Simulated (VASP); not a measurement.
# Zr8Si15 (a cell with a defect) in VASP: further runs, part 2 of 2

VASP 6.6.1. Earlier steps stand in the parts before.

### 4 Single point, PBE

File INCAR:

```
SYSTEM = Zr8Si15
PREC = Accurate
ENCUT = 520
EDIFF = 1E-6
ISMEAR = 1
SIGMA = 0.15
LREAL = Auto
LASPH = .True.
NELM = 80
ALGO = Fast
ISIF = 2
LWAVE = .False.
LCHARG = .True.
GGA = PE
LELF = .True.
LVHAR = .True.
NBANDS = 95
```

File KPOINTS:

```
regular mesh
0
Gamma
  2 2 2
  0 0 0
```

File POSCAR:

```
Zr8Si15
1.0
    7.4500540000      0.0000002500      0.0000000000
    1.8625137500     -7.3899729400      0.0000000000
    0.0000000000      0.0000000000     -7.3499200000
Si Zr
15 8
Direct
    0.1250606846      0.4998755829      0.1259428674
    0.2256787547      0.1137828329      0.3737505986
    0.2787063512      0.8883594193      0.1294535179
    0.3740243048      0.5025765485      0.8737787622
    0.1251234549      0.4998827548      0.6214369680
    0.2231496373      0.0997228355      0.8737406666
    0.2786730847      0.8883652380      0.6180049579
    0.8746827953      0.5006743934      0.3737150881
    0.6275067225      0.4992167342      0.1223169776
    0.7169837135      0.1111860877      0.3737376733
    0.7749017985      0.8966874774      0.1236839313
    0.8764748498      0.4989166062      0.8737013464
    0.6274233554      0.4992226882      0.6250601367
    0.7234874914      0.1073748425      0.8737359046
    0.7748962876      0.8966579780      0.6237737281
    0.0429279312      0.7913738059      0.3737009382
    0.4487055372      0.2068331135      0.1163946002
    0.0523402152      0.7897909858      0.8737115506
    0.4487248670      0.2068325723      0.6311016991
    0.5596610669      0.7889406615      0.3737235235
    0.9485508388      0.2070315074      0.1240265200
    0.5522318579      0.7895570370      0.8737182173
    0.9485381953      0.2070444979      0.6234697793
```

On the command line:

```
$ cat potpaw_PBE.64/Si/POTCAR potpaw_PBE.64/Zr_sv/POTCAR > POTCAR
$ mpirun -np 1 vasp_std > vasp.out
```

Run time: 8.7 min. Hardware: 1 thread of AMD EPYC 9R45 (Zen 5), shared host; peak memory 0.49 GiB.

The run converged. Its results:

```yaml
Free_energy: -163.5879 eV
Pressure: -0.9 GPa
Largest_force: 0.023 eV/Å
Band_gap_on_the_k_mesh: none (metal or under the smearing width)
```

Forces on the atoms (eV/Å):
```
Si   0.000 -0.014 -0.002
Si   0.001  0.006  0.001
Si   0.005 -0.008  0.004
Si  -0.004 -0.002  0.003
Si  -0.001 -0.013  0.000
Si  -0.002 -0.001  0.003
Si   0.005 -0.006 -0.005
Si   0.000  0.001 -0.002
Si   0.012 -0.013  0.011
Si  -0.002  0.003  0.000
Si   0.005  0.001 -0.001
Si  -0.007 -0.006 -0.001
Si   0.014 -0.012 -0.013
Si   0.003  0.003 -0.001
Si   0.006 -0.001  0.001
Zr   0.000  0.012 -0.002
Zr   0.000  0.008 -0.006
Zr  -0.006 -0.004 -0.001
Zr  -0.002  0.008  0.007
Zr  -0.006  0.012  0.001
Zr  -0.012  0.008  0.018
Zr   0.003  0.011 -0.001
Zr  -0.012  0.009 -0.013
```

Stress tensor (GPa, compression positive):
```
-0.84  0.27  0.00
 0.27 -1.98  0.00
 0.00  0.00  0.08
```

Levels at points of the mesh, in eV from the Fermi level:
```
           k point  band 75  band 76  band 77  band 78  band 79  band 80  band 81  band 82
(0.00, 0.00, 0.00)    -0.51    -0.48    -0.15     0.31     0.42     0.70     0.82     0.87
(0.50, 0.00, 0.00)    -1.16    -1.10    -0.60    -0.11     0.04     0.34     0.78     0.86
(0.00, 0.50, 0.00)    -0.58    -0.47    -0.18    -0.02     0.26     0.42     0.43     0.96
(0.50, 0.50, 0.00)    -0.64    -0.41    -0.41     0.10     0.18     0.21     0.50     0.63
(0.00, 0.00, 0.50)    -0.98    -0.53    -0.41     0.06     0.22     0.23     0.38     0.70
(0.50, 0.00, 0.50)    -1.23    -1.11    -0.91    -0.80    -0.80     0.59     0.86     1.08
(0.00, 0.50, 0.50)    -0.91    -0.84    -0.73    -0.50    -0.43     0.67     1.07     1.18
(0.50, 0.50, 0.50)    -1.16    -0.55    -0.48    -0.23    -0.19     0.20     0.70     0.78
```

Caveat: the k mesh is coarse (spacing up to 0.43 Å⁻¹), so the values aren't converged.

### 5 Single point, PBE

File INCAR:

```
SYSTEM = Zr8Si15
ALGO = Fast ; EDIFF = 1E-6
ENCUT = 520 ; GGA = PE
ISIF = 2 ; ISMEAR = 1
LASPH = .True. ; LCHARG = .False.
LREAL = Auto ; LWAVE = .False.
NBANDS = 95 ; NELM = 100
PREC = Accurate ; SIGMA = 0.15
```

File KPOINTS:

```
k-points
0
Gamma
  2 2 2
  0 0 0
```

File POSCAR:

```
Zr8Si15
1.0
    7.4500540000      0.0000002500      0.0000000000
    1.8625137500     -7.3899729400      0.0000000000
    0.0000000000      0.0000000000     -7.3499200000
Si Zr
15 8
Direct
    0.1218901996      0.4994451347      0.1223422840
    0.2234532883      0.1107765972      0.3738689673
    0.2789648816      0.8875894571      0.1273630189
    0.3761970451      0.5005770825      0.8755308901
    0.1223190927      0.4974460746      0.6239851590
    0.2217250576      0.1001019979      0.8762894018
    0.2795708618      0.8878667247      0.6187304080
    0.8754193764      0.5018182406      0.3772337658
    0.6278536344      0.4993657199      0.1184751671
    0.7190324551      0.1109706607      0.3761315769
    0.7779888214      0.8991349831      0.1214085323
    0.8790257725      0.4996980706      0.8758166075
    0.5646993996      0.4991635519      0.5621363226
    0.7231080932      0.1107227574      0.8726662331
    0.7768335716      0.8936041103      0.6242556382
    0.0459588450      0.7900608106      0.3746046215
    0.4482077560      0.2094626225      0.1192419781
    0.0534738164      0.7902476857      0.8724882720
    0.4446426881      0.1997558209      0.6320735464
    0.5593990343      0.7974228306      0.3681663202
    0.9476733158      0.2078532965      0.1254137460
    0.5529583317      0.7876250949      0.8721586085
    0.9471749498      0.2094746827      0.6234214794
```

Potentials or basis: VASP PAW PBE potentials, release 64 (Si, Zr_sv).

On the command line:

```
$ cat potpaw_PBE.64/Si/POTCAR potpaw_PBE.64/Zr_sv/POTCAR > POTCAR
$ mpirun -np 1 vasp_std > vasp.out
```

OUTCAR:

```text
SYSTEM = Zr8Si15
   EDIFF = 1E-6
   ENCUT = 520
   GGA = PE
   ISIF = 2
   ISMEAR = 1
   LASPH = .True.
   LREAL = Auto
   NELM = 100
   PREC = Accurate

 ion  position               nearest neighbor table
   1  0.122  0.499  0.122-  12 2.56   8 2.62   4 2.62  18 2.83  21 2.83  16 2.84  17 2.86
   2  0.223  0.111  0.374-   7 2.44   3 2.45  19 2.71  21 2.71  23 2.72  17 2.74  20 3.01  16 3.05

   3  0.279  0.888  0.127-   6 2.42   2 2.45  20 2.70  18 2.74  16 2.74  22 2.74  21 3.02  17 3.02

   4  0.376  0.501  0.876-   9 2.59   1 2.62   5 2.65  13 2.70  17 2.80  22 2.82  18 2.84  19 2.85
[... 11 lines left out ...]
  11  0.778  0.899  0.121-  14 2.41  10 2.44  20 2.68  16 2.71  18 2.72  22 2.75  21 2.93  17 2.96

[... 997 lines left out ...]
  external PRESSURE =      -8.1734509 kB  Pullay stress =       0.0000000 kB

 VOLUME and BASIS-vectors are now :
 -----------------------------------------------------------------------------
  energy-cutoff  :      520.00
  volume of cell :      404.65
      direct lattice vectors                 reciprocal lattice vectors
     7.450054000  0.000000250  0.000000000     0.134227214  0.033829627  0.000000000
     1.862513750 -7.389972940  0.000000000     0.000000005 -0.135318492  0.000000000
     0.000000000  0.000000000 -7.349920000     0.000000000  0.000000000 -0.136055903

 POSITION                                       TOTAL-FORCE (eV/Angst)
 -----------------------------------------------------------------------------------
      1.83831     -3.69089     -0.89921        -0.043189     -0.014346      0.046517
      1.87106     -0.81864     -2.74791        -0.035047     -0.020873      0.015604
      3.73145     -6.55926     -0.93611         0.014112      0.001581      0.037461
      3.73502     -3.69925     -6.43508         0.053001     -0.012976      0.034672
      1.83778     -3.67611     -4.58624        -0.108504      0.022419      0.022903
      1.83830     -0.73975     -6.44066        -0.034630     -0.010248      0.032523
[... 15 lines left out ...]
      5.58653     -5.82053     -6.41030        -0.060073     -0.035914      0.061341
      7.44665     -1.54801     -4.58210        -0.042689     -0.004693      0.036218
 -----------------------------------------------------------------------------------
    total drift:                               -0.004572      0.005774      0.003928

  FREE ENERGIE OF THE ION-ELECTRON SYSTEM (eV)
  ---------------------------------------------------
  free  energy   TOTEN  =      -163.1079520564 eV

  energy  without entropy=     -163.1027452229  energy(sigma->0) =     -163.10621645
```

OSZICAR:

```text
N       E                     dE             d eps       ncg     rms          rms(c)
DAV:   1     0.124261980289E+04    0.12426E+04   -0.74434E+04  1520   0.154E+03
DAV:   2    -0.416754188325E+02   -0.12843E+04   -0.12448E+04  1713   0.404E+02
DAV:   3    -0.157593492315E+03   -0.11592E+03   -0.11382E+03  2160   0.971E+01
[... 18 lines left out ...]
RMM:  22    -0.163107948586E+03   -0.38107E-05   -0.42607E-05  2329   0.122E-02    0.197E-03
RMM:  23    -0.163107950959E+03   -0.23728E-05   -0.25758E-05  2029   0.105E-02    0.224E-03
RMM:  24    -0.163107951886E+03   -0.92756E-06   -0.21708E-05  1832   0.869E-03    0.553E-04
RMM:  25    -0.163107952167E+03   -0.28113E-06   -0.10842E-05  1662   0.746E-03    0.610E-04
RMM:  26    -0.163107952437E+03   -0.27006E-06   -0.10453E-05  1534   0.673E-03    0.761E-04
RMM:  27    -0.163107952056E+03    0.38095E-06   -0.40012E-06  1498   0.627E-03
   1 F= -.16310795E+03 E0= -.16310622E+03  d E =-.520683E-02
```

stdout:

```text
POSCAR found type information on POSCAR SiZr
 POSCAR found :  2 types and      23 ions
 scaLAPACK will be used
 LDA part: xc-table for (Slater+PW92), standard interpolation
 POSCAR, INCAR and KPOINTS ok, starting setup
 FFT: planning ... GRIDC
 FFT: planning ... GRID_SOFT
 FFT: planning ... GRID
[... 15 lines left out ...]
WARNING in EDDRMM: call to ZHEGV failed, returncode =   8  4     26
WARNING in EDDRMM: call to ZHEGV failed, returncode =   6  3     13
WARNING in EDDRMM: call to ZHEGV failed, returncode =   8  4     25
WARNING in EDDRMM: call to ZHEGV failed, returncode =   8  4     10
WARNING in EDDRMM: call to ZHEGV failed, returncode =   8  4     19
WARNING in EDDRMM: call to ZHEGV failed, returncode =   6  3     49
WARNING in EDDRMM: call to ZHEGV failed, returncode =   8  4     22
WARNING in EDDRMM: call to ZHEGV failed, returncode =   8  4     45
WARNING in EDDRMM: call to ZHEGV failed, returncode =   6  3     50
WARNING in EDDRMM: call to ZHEGV failed, returncode =   6  3     49
```

Wall time 9 min (1 thread of AMD EPYC 9R45 (Zen 5), shared host); peak memory 0.51 GiB.

Results:

```yaml
Free_energy: -163.1080 eV
Pressure: -0.8 GPa
Largest_force: 0.962 eV/Å
Band_gap_on_the_k_mesh: none (metal or under the smearing width)
```

Forces in eV/Å, atoms in the order of the input:
```
Si  -0.043 -0.014  0.047
Si  -0.035 -0.021  0.016
Si   0.014  0.002  0.037
Si   0.053 -0.013  0.035
Si  -0.109  0.022  0.023
Si  -0.035 -0.010  0.033
Si   0.003  0.028  0.067
Si  -0.019 -0.024 -0.031
Si  -0.034 -0.035  0.110
Si  -0.080 -0.002  0.027
Si  -0.052 -0.004  0.031
Si  -0.011 -0.001  0.003
Si   0.677  0.017 -0.682
Si  -0.052  0.005  0.014
Si  -0.003 -0.019  0.031
Zr  -0.081 -0.022  0.010
Zr  -0.019  0.043  0.078
Zr  -0.047  0.013  0.037
Zr   0.063 -0.023  0.053
Zr  -0.085  0.080 -0.060
Zr  -0.004  0.019  0.026
Zr  -0.060 -0.036  0.061
Zr  -0.043 -0.005  0.036
```

Stress tensor (GPa, compression positive):
```
-0.70 -0.62  0.16
-0.62 -1.44 -0.90
 0.16 -0.90 -0.31
```

Levels at points of the mesh, in eV from the Fermi level:
| k point | band 75 | band 76 | band 77 | band 78 | band 79 | band 80 | band 81 | band 82 |
| --- | --- | --- | --- | --- | --- | --- | --- | --- |
| (0.00, 0.00, 0.00) | -0.57 | -0.44 | -0.01 | 0.29 | 0.54 | 0.62 | 0.84 | 0.88 |
| (0.50, 0.00, 0.00) | -1.27 | -0.95 | -0.44 | -0.09 | 0.00 | 0.20 | 0.78 | 0.87 |
| (0.00, 0.50, 0.00) | -0.60 | -0.57 | -0.22 | 0.10 | 0.16 | 0.35 | 0.50 | 0.87 |
| (0.50, 0.50, 0.00) | -0.73 | -0.50 | -0.30 | 0.01 | 0.13 | 0.17 | 0.53 | 0.70 |
| (0.00, 0.00, 0.50) | -0.97 | -0.64 | -0.35 | -0.01 | 0.20 | 0.36 | 0.39 | 0.76 |
| (0.50, 0.00, 0.50) | -1.12 | -1.07 | -1.00 | -0.85 | -0.66 | 0.55 | 0.88 | 0.95 |
| (0.00, 0.50, 0.50) | -0.91 | -0.81 | -0.72 | -0.47 | -0.26 | 0.40 | 1.09 | 1.16 |
| (0.50, 0.50, 0.50) | -1.01 | -0.57 | -0.56 | -0.36 | -0.15 | 0.10 | 0.70 | 0.72 |

Caveat: the k mesh is coarse (spacing up to 0.43 Å⁻¹), so the values aren't converged.
